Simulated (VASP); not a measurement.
# BP in VASP: a series of runs

The runs below take BP through work function, with PBEsol, HSE06, PBE.

Everything below comes from runs of VASP 6.6.1. Logs are shortened: lines on timing, memory, paths and dates and some standing lists are left out, and cuts for length are marked.

### 1 Starting point

The cell holds a sheet with vacuum, 2 atoms: a = 3.199 Å, b = 3.199 Å, c = 16.000 Å, α = 90.00°, β = 90.00°, γ = 120.00°.

The cell was built by a generator and needn't be a form met in nature.

### 2 Work function, PBEsol

Contents of INCAR:

```
SYSTEM = BP
PREC = Accurate
ENCUT = 520
EDIFF = 1E-7
ISMEAR = 0
SIGMA = 0.03
LREAL = .False.
LASPH = .True.
NELM = 80
ALGO = Normal
ISIF = 2
LWAVE = .False.
LCHARG = .True.
LDIPOL = .True.
IDIPOL = 3
DIPOL = 0.5 0.5 0.500
GGA = PS
LVHAR = .True.
LVACPOTAV = .True.
KPAR = 4
```

Contents of KPOINTS:

```
regular mesh
0
Gamma
  12 12 1
  0 0 0
```

Contents of POSCAR:

```
BP                                      
1.0
    3.1991740243      0.0000000000      0.0000000000
   -1.5995870122      2.7705659741      0.0000000000
    0.0000000000      0.0000000000     16.0000000000
  B               P             
     1     1
Direct
     0.3333330000000032    0.6666669999999968    0.5000000000000000
     0.6666669999999968    0.3333330000000032    0.5000000000000000
```

Potentials or basis: VASP PAW PBE potentials, release 64 (B, P).

Started as:

```
cat potpaw_PBE.64/B/POTCAR potpaw_PBE.64/P/POTCAR > POTCAR
mpirun -np 4 vasp_std > vasp.out
```

OUTCAR:

```text
SYSTEM = BP
   PREC = Accurate
   ENCUT = 520
   EDIFF = 1E-7
   ISMEAR = 0
   LREAL = .False.
   LASPH = .True.
   NELM = 80
   ISIF = 2
   GGA = PS

 ion  position               nearest neighbor table
   1  0.333  0.667  0.500-   2 1.85   2 1.85   2 1.85
   2  0.667  0.333  0.500-   1 1.85   1 1.85   1 1.85

  LATTYP: Found a hexagonal cell.
 ALAT       =     3.1991740243
 C/A-ratio  =     5.0012909202

  Lattice vectors:

 A1 = (   3.1991740243,   0.0000000000,   0.0000000000)
 A2 = (  -1.5995870122,   2.7705659741,   0.0000000000)
 A3 = (   0.0000000000,   0.0000000000,  16.0000000000)

Analysis of symmetry for initial positions (statically):
=====================================================================
 Subroutine PRICEL returns:
 Original cell was already a primitive cell.

 Routine SETGRP: Setting up the symmetry group for a
 hexagonal supercell.

 Subroutine GETGRP returns: Found 12 space group operations
 (whereof 12 operations were pure point group operations)
 out of a pool of 24 trial point group operations.

The static configuration has the point symmetry D_3h.

Analysis of symmetry for dynamics (positions and initial velocities):
=====================================================================
 Subroutine PRICEL returns:
 Original cell was already a primitive cell.

 Routine SETGRP: Setting up the symmetry group for a
 hexagonal supercell.

 Subroutine GETGRP returns: Found 12 space group operations
 (whereof 12 operations were pure point group operations)
 out of a pool of 24 trial point group operations.

The dynamic configuration has the point symmetry D_3h.

 Subroutine INISYM returns: Found 12 space group operations
 (whereof 12 operations are pure point group operations),
 and found     1 'primitive' translations

----------------------------------------------------------------------------------------

                                     Primitive cell

  volume of cell :     141.8164

  direct lattice vectors                    reciprocal lattice vectors
     3.199174024  0.000000000  0.000000000     0.312580683  0.180468541  0.000000000
    -1.599587012  2.770565974  0.000000000     0.000000000  0.360937083  0.000000000
     0.000000000  0.000000000 16.000000000     0.000000000  0.000000000  0.062500000

  length of vectors
     3.199174024  3.199174023 16.000000000     0.360937082  0.360937083  0.062500000

  position of ions in fractional coordinates (direct lattice)
     0.333333000  0.666667000  0.500000000
     0.666667000  0.333333000  0.500000000

  ion indices of the primitive-cell ions
   primitive index   ion index
                 1           1
                 2           2

----------------------------------------------------------------------------------------

 KPOINTS: regular mesh

Automatic generation of k-mesh.
 Grid dimensions read from file:
 generate k-points for:   12   12    1

 Generating k-lattice:

  Cartesian coordinates                     Fractional coordinates (reciprocal lattice)
     0.026048390  0.015039045  0.000000000     0.083333333  0.000000000  0.000000000
     0.000000000  0.030078090  0.000000000     0.000000000  0.083333333  0.000000000
     0.000000000  0.000000000  0.062500000     0.000000000  0.000000000  1.000000000

  Length of vectors
     0.030078090  0.030078090  0.062500000

  Shift w.r.t. Gamma in fractional coordinates (k-lattice)
     0.000000000  0.000000000  0.000000000

 Subroutine IBZKPT returns following result:
 ===========================================

 Found     19 irreducible k-points:

 Following reciprocal coordinates:
            Coordinates               Weight
  0.000000  0.000000  0.000000      1.000000
  0.083333  0.000000  0.000000      6.000000
  0.166667  0.000000  0.000000      6.000000
  0.250000  0.000000  0.000000      6.000000
  0.333333  0.000000  0.000000      6.000000
  0.416667  0.000000  0.000000      6.000000
[... 11 lines left out ...]
  0.333333  0.250000  0.000000     12.000000
  0.333333  0.333333  0.000000      2.000000
   k-points           NKPTS =     19   k-points in BZ     NKDIM =     19   number of bands    NBANDS=      8
   number of dos      NEDOS =    301   number of ions     NIONS =      2
   total plane-waves  NPLWV =  69120
   dimension x,y,z NGX =    24 NGY =   24 NGZ =  120
   dimension x,y,z NGXF=    48 NGYF=   48 NGZF=  240
   ions per type =               1   1
   NGX,Y,Z   is equivalent  to a cutoff of  12.47, 12.47, 12.47 a.u.
   NGXF,Y,Z  is equivalent  to a cutoff of  24.94, 24.94, 24.94 a.u.
 SYSTEM =  BP
   PREC   = accura    normal or accurate (medium, high low for compatibility)
   ISTART =      0    job   : 0-new  1-cont  2-samecut
   ICHARG =      2    charge: 1-file 2-atom 10-const
   ISPIN  =      1    spin polarized calculation?
   LNONCOLLINEAR =      F non collinear calculations
   LSORBIT =      F    spin-orbit coupling
   LASPH  =      T    aspherical Exc in radial PAW
   ENCUT  =  520.0 eV  38.22 Ry    6.18 a.u.   5.95  5.95 29.75*2*pi/ulx,y,z
   NELM   =     80;   NELMIN=  2; NELMDL= -5     # of ELM steps
   EDIFF  = 0.1E-06   stopping-criterion for ELM
   LREAL  =      F    real-space projection
   EDIFFG = 0.1E-05   stopping-criterion for IOM
   NSW    =      0    number of steps for IOM
   IBRION =     -1    ionic relax: 0-MD 1-quasi-New 2-CG
   NFREE  =      0    steps in history (QN), initial steepest desc. (CG)
   ISIF   =      2    stress and relaxation
   ISYM   =      2    0-nonsym 1-usesym 2-fastsym
   POTIM  = 0.5000    time-step for ionic-motion
   TEBEG  =    0.0;   TEEND  =   0.0 temperature during run
   PSTRESS=    0.0 pullay stress
   NELECT =       8.0000    total number of electrons
   NUPDOWN=      -1.0000    fix difference up-down
   EMIN   =  10.00;   EMAX   =-10.00  energy-range for DOS
   EFERMI =   0.00;   METHOD = LEGACY
   ISMEAR =     0;   SIGMA  =   0.03  broadening in eV -4-tet -1-fermi 0-gaus
   EFERMI_NEDOS =   21; number of points for ismear=-14 and -15
   IALGO  =     38    algorithm
   IMIX   =      4    mixing-type and parameters
     AMIX     =   0.40;   BMIX     =  1.00
     AMIX_MAG =   1.60;   BMIX_MAG =  1.00
  volume/ion in A,a.u.               =      70.91       478.51
  Fermi-wavevector in a.u.,A,eV,Ry     =   0.627860  1.186483  5.363525  0.394208
  Thomas-Fermi vector in A             =   1.689605
   LORBIT       =      0    0 simple, 1 ext, 2 COOP (PROOUT), +10 PAW based schemes
   GGA     = PS    functional components
   LHFCALC =     F    Hartree Fock is set to
   AEXX    =    0.0000 exact exchange contribution
   IVDW    =     0    specifies the selected vdW correction
   LEPSILON=     F    determine dielectric tensor
   LRPA    =     F    only Hartree local field effects (RPA)
 non-spin polarized calculation
 Gauss-broadening in eV      SIGMA  =   0.03
  energy-cutoff  :      520.00
  volume of cell :      141.82
 maximum number of plane-waves:      3846
 NGX is ok and might be reduce to    24
   NGX = 11   NGY = 11   NGZ = 59

 number of electron       8.0000000 magnetization

 dipolmoment           0.000000      0.000000     -0.000000 electrons x Angstroem

 Free energy of the ion-electron system (eV)
  ---------------------------------------------------
  ext. energy  EPLUGINS =         0.00000000
  ---------------------------------------------------
  free energy    TOTEN  =       -12.71158603 eV

  energy without entropy =      -12.71158603  energy(sigma->0) =      -12.71158603

 E-fermi :  -2.9857     XC(G=0):  -2.6605

 val. band max:       -3.1399731144   @ k =   0.3333   0.3333   0.0000
 cond. band min:      -2.2711744141   @ k =   0.3333   0.3333   0.0000
 fundamental gap:      0.8687987003
 Fermi energy:        -2.9856897531

 k-point     1 :       0.0000    0.0000    0.0000
  band No.  band energies     occupation
      1     -16.8730      2.00000
      2      -7.3611      2.00000
      3      -4.7506      2.00000
      4      -4.7505      2.00000
      5       0.6840      0.00000
      6       1.5351      0.00000
      7       1.5352      0.00000
      8       1.9423      0.00000

 k-point     2 :       0.0833    0.0000    0.0000
  band No.  band energies     occupation
      1     -16.7663      2.00000
      2      -7.2451      2.00000
      3      -5.2900      2.00000
      4      -4.9602      2.00000
      5       0.8000      0.00000
      6       1.3533      0.00000
      7       1.9734      0.00000
      8       2.0747      0.00000

 k-point     3 :       0.1667    0.0000    0.0000
  band No.  band energies     occupation
      1     -16.4489      2.00000
      2      -6.8998      2.00000
      3      -6.5624      2.00000
      4      -5.4427      2.00000
      5       0.8373      0.00000
      6       1.2801      0.00000
      7       2.4686      0.00000
      8       2.8635      0.00000

 k-point     4 :       0.2500    0.0000    0.0000
  band No.  band energies     occupation
      1     -15.9314      2.00000
      2      -8.0872      2.00000
      3      -6.3351      2.00000
      4      -5.9689      2.00000
      5       0.4113      0.00000
      6       1.8879      0.00000
      7       2.0158      0.00000
      8       3.1583      0.00000

 k-point     5 :       0.3333    0.0000    0.0000
  band No.  band energies     occupation
      1     -15.2426      2.00000
      2      -9.5928      2.00000
      3      -6.4021      2.00000
      4      -5.5787      2.00000
      5       0.0338      0.00000
      6       0.3993      0.00000
      7       2.7712      0.00000
      8       4.4741      0.00000

 k-point     6 :       0.4167    0.0000    0.0000
  band No.  band energies     occupation
      1     -14.4783      2.00000
      2     -10.8772      2.00000
      3      -6.6795      2.00000
      4      -4.7253      2.00000
      5      -1.0066      0.00000
      6      -0.2106      0.00000
      7       3.8654      0.00000
      8       5.2076      0.00000

 k-point     7 :       0.5000    0.0000    0.0000
  band No.  band energies     occupation
      1     -14.0392      2.00000
      2     -11.4939      2.00000
      3      -6.7744      2.00000
      4      -4.2163      2.00000
      5      -1.7048      0.00000
      6      -0.2945      0.00000
      7       4.7728      0.00000
      8       5.7402      0.00000
[... 78 lines left out ...]
 k-point    15 :       0.3333    0.1667    0.0000
  band No.  band energies     occupation
      1     -14.2105      2.00000
      2     -10.7150      2.00000
      3      -8.0391      2.00000
      4      -4.4011      2.00000
      5      -1.1100      0.00000
      6       1.7815      0.00000
      7       4.1952      0.00000
      8       4.4765      0.00000

 k-point    16 :       0.4167    0.1667    0.0000
  band No.  band energies     occupation
      1     -13.7903      2.00000
      2     -11.2788      2.00000
      3      -8.1657      2.00000
      4      -3.8733      2.00000
      5      -1.7757      0.00000
      6       1.7261      0.00000
      7       4.3691      0.00000
      8       4.9772      0.00000

 k-point    17 :       0.2500    0.2500    0.0000
  band No.  band energies     occupation
      1     -14.2590      2.00000
      2     -10.3149      2.00000
      3      -8.5668      2.00000
      4      -4.4534      2.00000
      5      -0.8883      0.00000
      6       3.0496      0.00000
      7       4.0135      0.00000
      8       4.0429      0.00000

 k-point    18 :       0.3333    0.2500    0.0000
  band No.  band energies     occupation
      1     -13.6487      2.00000
      2     -10.9717      2.00000
      3      -9.0375      2.00000
      4      -3.6499      2.00000
      5      -1.8041      0.00000
      6       3.3754      0.00000
      7       3.5335      0.00000
      8       4.9436      0.00000

 k-point    19 :       0.3333    0.3333    0.0000
  band No.  band energies     occupation
      1     -13.3875      2.00000
      2     -11.0308      2.00000
      3      -9.4866      2.00000
      4      -3.1400      2.00000
      5      -2.2712      0.00000
      6       3.1652      0.00000
      7       4.2324      0.00000
      8       5.3264      0.00000

------------------------ aborting loop because EDIFF is reached ----------------------------------------

  FORCE on cell =-STRESS in cart. coord.  units (eV):
  Direction    XX          YY          ZZ          XY          YZ          ZX
  --------------------------------------------------------------------------------------
  -------------------------------------------------------------------------------------
  Total        0.0526921      0.0526921     -0.0090045     -0.0000000     -0.0000000      0.0000000
  in kB        0.5952911      0.5952911     -0.1017290     -0.0000000     -0.0000000      0.0000000
  external PRESSURE =       0.3629511 kB  Pullay stress =       0.0000000 kB

 VOLUME and BASIS-vectors are now :
 -----------------------------------------------------------------------------
  energy-cutoff  :      520.00
  volume of cell :      141.82
      direct lattice vectors                 reciprocal lattice vectors
     3.199174024  0.000000000  0.000000000     0.312580683  0.180468541  0.000000000
    -1.599587012  2.770565974  0.000000000     0.000000000  0.360937083  0.000000000
     0.000000000  0.000000000 16.000000000     0.000000000  0.000000000  0.062500000

 POSITION                                       TOTAL-FORCE (eV/Angst)
 -----------------------------------------------------------------------------------
     -0.00000      1.84704      8.00000         0.000000     -0.000000      0.000000
      1.59959      0.92352      8.00000        -0.000000      0.000000      0.000000
 -----------------------------------------------------------------------------------
    total drift:                               -0.000145      0.000084      0.000000

  FREE ENERGIE OF THE ION-ELECTRON SYSTEM (eV)
  ---------------------------------------------------
  free  energy   TOTEN  =       -12.7115860313 eV

  energy  without entropy=      -12.7115860313  energy(sigma->0) =      -12.71158603

 vacuum level on the upper side and lower side of the slab         2.024         2.024
```

Run time: 20 s. Hardware: 4 MPI ranks of Intel Xeon Platinum 8375C at 2.90GHz (Ice Lake), shared host; peak memory 0.24 GiB.

What came out:

* Free energy: -12.7116 eV
* Band gap on the k mesh: 0.87 eV, direct
* Ionisation potential of the upper face: 5.16 eV

Levels at points of the mesh, in eV from the valence-band top:
| k point | band 1 | band 2 | band 3 | band 4 | band 5 | band 6 | band 7 | band 8 |
| --- | --- | --- | --- | --- | --- | --- | --- | --- |
| (0.00, 0.00, 0.00) | -13.73 | -4.22 | -1.61 | -1.61 | 3.82 | 4.68 | 4.68 | 5.08 |
| (0.50, 0.00, 0.00) | -10.90 | -8.35 | -3.63 | -1.08 | 1.44 | 2.85 | 7.91 | 8.88 |

Caveat: the PAW data sets were made with another functional, which shifts forces and pressure a little. As with any semilocal functional, this PBEsol gap is likely too small.

[end of part 1 of 2]
